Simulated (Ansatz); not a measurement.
Profile along the N–In line in InN (zinc blende)

InN (zinc blende), conventional cell a = b = c = 5.0494 Å, α = β = γ = 90.00°. The calculation uses the primitive cell of 2 atoms, to which meshes and values per cell refer.

Fields along a shortest N–In line of a {110} plane (2.19 Å), from N to In, interpolated on the slice's grid (step about 0.2 Å). Computed with PBE (plane waves to 420 eV, PAW, scalar-relativistic; Ansatz, a first-principles code). k mesh 11×11×11. Inside the PAW spheres the values are not all-electron values, and peaks at nuclei hang on which shells count as valence. At this level the bands of InN touch or barely overlap; measurements give the solid a gap. InN was relaxed with its symmetry unable to fall. The PAW data are Ansatz's earlier set.

| distance from N (Å) | valence electron density (e/Å³) | electron localisation function |
|---|---|---|
| 0.00 | 3.30 | x |
| 0.11 | 3.38 | x |
| 0.22 | 3.44 | x |
| 0.33 | 3.29 | x |
| 0.44 | 2.73 | 0.71 |
| 0.55 | 1.99 | 0.81 |
| 0.66 | 1.37 | 0.84 |
| 0.77 | 0.97 | 0.81 |
| 0.88 | 0.73 | 0.67 |
| 0.99 | 0.59 | 0.43 |
| 1.09 | 0.54 | 0.24 |
| 1.20 | 0.60 | 0.18 |
| 1.31 | 0.88 | 0.19 |
| 1.42 | 1.61 | 0.18 |
| 1.53 | 2.83 | 0.14 |
| 1.64 | 4.33 | 0.08 |
| 1.75 | 6.01 | 0.03 |
| 1.86 | 7.73 | x |
| 1.97 | 9.29 | x |
| 2.08 | 10.45 | x |
| 2.19 | 10.91 | x |

x: too close to a nucleus for the ELF to mean much.

Density on the N–In line (2.19 Å) at its midpoint: 0.54 e/Å³. ELF at that point: 0.2.
